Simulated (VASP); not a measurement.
Here is the system:

```
BaSnO3
1.0
    4.18673     0.00000     0.00000
    0.00000     4.18673     0.00000
    0.00000     0.00000     4.18673
Ba Sn O
1 1 3
Direct
  0.00000   0.00000   0.00000
  0.50000   0.50000   0.50000
  0.50000   0.00000   0.50000
  0.00000   0.50000   0.50000
  0.50000   0.50000   0.00000
```

The numbers are results of PBE GGA, VASP's PBE PAW potentials (set 64) (plane waves; VASP), not measurements. Settings: 500 eV cut-off, Gaussian smearing of 0.050 eV, potentials Ba_sv Sn_d O.

Unless said otherwise, spin-orbit coupling is left out, though it shifts the bands of the heavy elements here.

Question: Predict the band gap (along the path) with the smallest direct gap where there is one.

Answer: 
```yaml
band gap (along the path): 0.34 eV
smallest direct gap (along the path): 0.86 eV
```

The absolute energy has meaning only against runs of the same code, potentials and settings.

The compound is BaSnO3 in the cubic perovskite structure. It was relaxed first.
